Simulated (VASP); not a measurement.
# KCl (Pm-3m) in VASP: notebook, part 2 of 2

VASP 6.6.1. Earlier steps stand in the parts before.

## (5) Single point, PBE

Contents of INCAR:

```
SYSTEM = KCl
PREC = Accurate ; ENCUT = 800
EDIFF = 1E-6 ; ISMEAR = 0
SIGMA = 0.05 ; LREAL = .False.
LASPH = .True. ; NELM = 100
ALGO = Normal ; ISIF = 2
LWAVE = .False. ; LCHARG = .False.
GGA = PE ; NBANDS = 15
ADDGRID = .False.
```

Contents of KPOINTS:

```
regular mesh
0
Gamma
  4 4 4
  0 0 0
```

Contents of POSCAR:

```
KCl
1.0
    3.8391960000      0.0000000000      0.0000000000
    0.0000000000      3.8391960000      0.0000000000
    0.0000000000      0.0000000000      3.8391960000
K Cl
1 1
Direct
    0.0000000000      0.0000000000      0.0000000000
    0.5000000000      0.5000000000      0.5000000000
```

Potentials or basis: VASP PAW PBE potentials, release 64 (K_sv, Cl_h).

On the command line:

```
> cat potpaw_PBE.64/K_sv/POTCAR potpaw_PBE.64/Cl_h/POTCAR > POTCAR
> mpirun -np 1 vasp_std > vasp.out
```

OUTCAR:

```text
SYSTEM = KCl
   PREC = Accurate
   ENCUT = 800
   EDIFF = 1E-6
   ISMEAR = 0
   LREAL = .False.
   LASPH = .True.
   NELM = 100
   ISIF = 2
   GGA = PE

 Found     10 irreducible k-points:

 Following reciprocal coordinates:
            Coordinates               Weight
  0.000000  0.000000  0.000000      1.000000
  0.250000  0.000000  0.000000      6.000000
  0.500000  0.000000  0.000000      3.000000
  0.250000  0.250000  0.000000     12.000000
  0.500000  0.250000  0.000000     12.000000
  0.500000  0.500000  0.000000      3.000000
   k-points           NKPTS =     10   k-points in BZ     NKDIM =     10   number of bands    NBANDS=     15
   number of dos      NEDOS =    301   number of ions     NIONS =      2
   total plane-waves  NPLWV =  46656
   dimension x,y,z NGX =    36 NGY =   36 NGZ =   36
   dimension x,y,z NGXF=    72 NGYF=   72 NGZF=   72
   ions per type =               1   1
   NGX,Y,Z   is equivalent  to a cutoff of  15.59, 15.59, 15.59 a.u.
   NGXF,Y,Z  is equivalent  to a cutoff of  31.18, 31.18, 31.18 a.u.
 SYSTEM =  KCl
   PREC   = accura    normal or accurate (medium, high low for compatibility)
   ISTART =      0    job   : 0-new  1-cont  2-samecut
   ICHARG =      2    charge: 1-file 2-atom 10-const
   ISPIN  =      1    spin polarized calculation?
   LNONCOLLINEAR =      F non collinear calculations
   LSORBIT =      F    spin-orbit coupling
   LASPH  =      T    aspherical Exc in radial PAW
   ENCUT  =  800.0 eV  58.80 Ry    7.67 a.u.   8.85  8.85  8.85*2*pi/ulx,y,z
   NELM   =    100;   NELMIN=  2; NELMDL= -5     # of ELM steps
   EDIFF  = 0.1E-05   stopping-criterion for ELM
   LREAL  =      F    real-space projection
   EDIFFG = 0.1E-04   stopping-criterion for IOM
   NSW    =      0    number of steps for IOM
   IBRION =     -1    ionic relax: 0-MD 1-quasi-New 2-CG
   NFREE  =      0    steps in history (QN), initial steepest desc. (CG)
   ISIF   =      2    stress and relaxation
   ISYM   =      2    0-nonsym 1-usesym 2-fastsym
   POTIM  = 0.5000    time-step for ionic-motion
   TEBEG  =    0.0;   TEEND  =   0.0 temperature during run
   PSTRESS=    0.0 pullay stress
   NELECT =      16.0000    total number of electrons
   NUPDOWN=      -1.0000    fix difference up-down
   EMIN   =  10.00;   EMAX   =-10.00  energy-range for DOS
   EFERMI =   0.00;   METHOD = LEGACY
   ISMEAR =     0;   SIGMA  =   0.05  broadening in eV -4-tet -1-fermi 0-gaus
   EFERMI_NEDOS =   21; number of points for ismear=-14 and -15
   IALGO  =     38    algorithm
   IMIX   =      4    mixing-type and parameters
     AMIX     =   0.40;   BMIX     =  1.00
     AMIX_MAG =   1.60;   BMIX_MAG =  1.00
  volume/ion in A,a.u.               =      28.29       190.94
  Fermi-wavevector in a.u.,A,eV,Ry     =   1.074504  2.030517 15.708715  1.154558
  Thomas-Fermi vector in A             =   2.210334
   LORBIT       =      0    0 simple, 1 ext, 2 COOP (PROOUT), +10 PAW based schemes
   GGA     = PE    functional components
   LHFCALC =     F    Hartree Fock is set to
   AEXX    =    0.0000 exact exchange contribution
   IVDW    =     0    specifies the selected vdW correction
   LEPSILON=     F    determine dielectric tensor
   LRPA    =     F    only Hartree local field effects (RPA)
 non-spin polarized calculation
 Gauss-broadening in eV      SIGMA  =   0.05
  energy-cutoff  :      800.00
  volume of cell :       56.59
 maximum number of plane-waves:      2945
 NGX is ok and might be reduce to    36
   NGX = 17   NGY = 17   NGZ = 17

 number of electron      16.0000001 magnetization

 Free energy of the ion-electron system (eV)
  ---------------------------------------------------
  ext. energy  EPLUGINS =         0.00000000
  ---------------------------------------------------
  free energy    TOTEN  =        -6.65481964 eV

  energy without entropy =       -6.65481964  energy(sigma->0) =       -6.65481964

 E-fermi :  -0.3620     XC(G=0):  -8.0936

 val. band max:       -0.5919619007   @ k =   0.5000   0.5000   0.0000
 cond. band min:       4.2016927023   @ k =   0.0000   0.0000   0.0000
 fundamental gap:      4.7936546029
 Fermi energy:        -0.3619854326

 k-point     1 :       0.0000    0.0000    0.0000
  band No.  band energies     occupation
      1     -28.6593      2.00000
      2     -13.1594      2.00000
      3     -12.0462      2.00000
      4     -12.0462      2.00000
      5     -12.0462      2.00000
      6      -0.7952      2.00000
      7      -0.7952      2.00000
      8      -0.7952      2.00000
      9       4.2017      0.00000
     10       5.9669      0.00000
     11       5.9669      0.00000
     12      10.0301      0.00000
     13      10.0301      0.00000
     14      10.0301      0.00000
     15      12.9467      0.00000

 k-point     2 :       0.2500    0.0000    0.0000
  band No.  band energies     occupation
      1     -28.6498      2.00000
      2     -13.2477      2.00000
      3     -12.0311      2.00000
      4     -12.0311      2.00000
      5     -11.9740      2.00000
      6      -1.6721      2.00000
      7      -0.7981      2.00000
      8      -0.7981      2.00000
      9       5.4149      0.00000
     10       6.4583      0.00000
     11       7.0189      0.00000
     12       9.8716      0.00000
     13       9.8716      0.00000
     14      10.3001      0.00000
     15      11.1934      0.00000

 k-point     3 :       0.5000    0.0000    0.0000
  band No.  band energies     occupation
      1     -28.6403      2.00000
      2     -13.3372      2.00000
      3     -12.0160      2.00000
      4     -12.0160      2.00000
      5     -11.8940      2.00000
      6      -2.3475      2.00000
      7      -0.8022      2.00000
      8      -0.8022      2.00000
      9       7.1016      0.00000
     10       7.3133      0.00000
     11       7.6427      0.00000
     12       9.4962      0.00000
     13       9.8879      0.00000
     14       9.8879      0.00000
     15      10.6375      0.00000

 k-point     4 :       0.2500    0.2500    0.0000
  band No.  band energies     occupation
      1     -28.6407      2.00000
      2     -13.1942      2.00000
      3     -12.1568      2.00000
      4     -12.0179      2.00000
      5     -11.9476      2.00000
      6      -1.6432      2.00000
      7      -1.3599      2.00000
      8      -0.7494      2.00000
      9       6.0732      0.00000
     10       6.7945      0.00000
     11       7.7956      0.00000
     12       9.0656      0.00000
     13       9.3684      0.00000
     14      10.0592      0.00000
     15      11.3215      0.00000

 k-point     5 :       0.5000    0.2500    0.0000
  band No.  band energies     occupation
      1     -28.6315      2.00000
      2     -13.1585      2.00000
      3     -12.1432      2.00000
      4     -12.0386      2.00000
      5     -12.0045      2.00000
      6      -2.0751      2.00000
      7      -1.3353      2.00000
      8      -0.7001      2.00000
      9       6.4387      0.00000
     10       7.0297      0.00000
     11       8.5114      0.00000
     12       9.0138      0.00000
     13       9.0439      0.00000
     14       9.7204      0.00000
     15      11.4398      0.00000

 k-point     6 :       0.5000    0.5000    0.0000
  band No.  band energies     occupation
      1     -28.6227      2.00000
      2     -12.8977      2.00000
      3     -12.2660      2.00000
      4     -12.2660      2.00000
      5     -11.9929      2.00000
      6      -1.7830      2.00000
      7      -1.7830      2.00000
      8      -0.5920      2.00000
      9       5.5838      0.00000
     10       6.6823      0.00000
     11       8.3293      0.00000
     12       8.3293      0.00000
     13      10.7418      0.00000
     14      10.7418      0.00000
     15      11.5441      0.00000

 [... further k-points ...]

------------------------ aborting loop because EDIFF is reached ----------------------------------------

  FORCE on cell =-STRESS in cart. coord.  units (eV):
  Direction    XX          YY          ZZ          XY          YZ          ZX
  --------------------------------------------------------------------------------------
  -------------------------------------------------------------------------------------
  Total        0.0005367      0.0005367      0.0005367      0.0000000      0.0000000      0.0000000
  in kB        0.0151958      0.0151958      0.0151958      0.0000000      0.0000000      0.0000000
  external PRESSURE =       0.0151958 kB  Pullay stress =       0.0000000 kB

 VOLUME and BASIS-vectors are now :
 -----------------------------------------------------------------------------
  energy-cutoff  :      800.00
  volume of cell :       56.59
      direct lattice vectors                 reciprocal lattice vectors
     3.839196000  0.000000000  0.000000000     0.260471203  0.000000000  0.000000000
     0.000000000  3.839196000  0.000000000     0.000000000  0.260471203  0.000000000
     0.000000000  0.000000000  3.839196000     0.000000000  0.000000000  0.260471203

 POSITION                                       TOTAL-FORCE (eV/Angst)
 -----------------------------------------------------------------------------------
      0.00000      0.00000      0.00000         0.000000      0.000000      0.000000
      1.91960      1.91960      1.91960         0.000000      0.000000      0.000000
 -----------------------------------------------------------------------------------
    total drift:                                0.000000      0.000000      0.000000

  FREE ENERGIE OF THE ION-ELECTRON SYSTEM (eV)
  ---------------------------------------------------
  free  energy   TOTEN  =        -6.6548196356 eV

  energy  without entropy=       -6.6548196356  energy(sigma->0) =       -6.65481964
```

stdout:

```text
POSCAR found type information on POSCAR K Cl
 POSCAR found :  2 types and       2 ions
 scaLAPACK will be used
 LDA part: xc-table for (Slater+PW92), standard interpolation
 POSCAR, INCAR and KPOINTS ok, starting setup
 FFT: planning ... GRIDC
 FFT: planning ... GRID_SOFT
 FFT: planning ... GRID
 WAVECAR not read
 entering main loop
```

It took 6.8 s on 1 thread of Intel Xeon 6975P-C (Granite Rapids), shared host; peak memory 0.2 GiB.

These settings aren't checked as converged: the numbers below hold their error.

What came out:

| Property | Result |
| --- | --- |
| Free energy | -6.6548 eV |
| Pressure | 0.0 GPa |
| Band gap on the k mesh | 4.79 eV, indirect (least direct gap 5.00 eV) |

## (6) For comparison

An earlier run on the cell as given: functional PBEsol; potentials or basis VASP PAW PBE potentials, release 64 (K_sv, Cl); cutoff 520 eV; k mesh 7 × 7 × 7; occupations fermi-dirac, width 0.05 eV; no spin polarisation.

* Pressure: -1.4 GPa
* Band gap on the k mesh: 4.64 eV, indirect (least direct gap 4.83 eV)
